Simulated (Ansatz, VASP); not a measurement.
## Ge: VASP beside Ansatz

File INCAR:

```
SYSTEM = Ge
ALGO = Normal
EDIFF = 1E-6
ENCUT = 520
GGA = CA
ISIF = 2
ISMEAR = -1
LASPH = .TRUE.
LCHARG = .TRUE.
LELF = .TRUE.
LREAL = .FALSE.
LVHAR = .TRUE.
LWAVE = .FALSE.
NBANDS = 21
NELM = 100
PREC = Accurate
SIGMA = 0.05
```

The input KPOINTS:

```
k-points
0
G
  10 10 6
  0 0 0
```

POSCAR

```
Ge
1.0
    1.4780656917     -2.5772750611      0.0000000000
    1.4780656917      2.5772750611      0.0000000000
    0.0000000000      0.0000000000      4.6958660032
Ge
2
Direct
    0.3334466300      0.6665533700      0.2500000000
    0.6665533700      0.3334466300      0.7500000000
```

File input.yaml:

```yaml
crystal:
  lattice:
    - [1.4780656917, -2.5772750611, 0.0]
    - [1.4780656917, 2.5772750611, 0.0]
    - [0.0, 0.0, 4.6958660032]
  atoms:
    - { symbol: Ge, position: [0.33344663, 0.66655337, 0.25] }
    - { symbol: Ge, position: [0.66655337, 0.33344663, 0.75] }
hamiltonian:
  xc: lda
  pseudopotentials: { kind: paw }
kpoints:
  mp_grid: { grid: [10, 10, 6] }
scf:
  occupations: { method: fermi_dirac, width: 0.05 }
output:
  forces: true
  stress: true
  eigenvalues: true
```

This isn't the form of Ge at room conditions, which is diamond.

Alike in both runs: task single point; functional LDA; k mesh 10 × 10 × 6; occupations fermi-dirac, width 0.05 eV; no spin polarisation.

|  | VASP | Ansatz |
| --- | --- | --- |
| version | VASP 6.6.1 | Ansatz 0.2.0 |
| potentials or method | VASP PAW LDA potentials, release 64 (Ge_d) | Ansatz PAW |
| plane-wave cutoff (eV) | 520 | 420 |
| valence electrons in the cell | 28 | 28 |

Ansatz gave:

- gap on the k mesh at the Fermi level (eV): none
- pressure (GPa): 0.4
- largest component of the traceless stress (GPa): 1.65

**Question.** Which values does VASP return?

**Answer.** gap on the k mesh at the Fermi level (eV): none; pressure (GPa): 0.3; largest component of the traceless stress (GPa): 1.66.

A gap of «none» marks a metal or a gap that the smearing closes.

Caveats: the PAW data sets come from PBE, with cores solved anew for the run's functional, which leaves a small shift of forces and pressure (Ansatz).
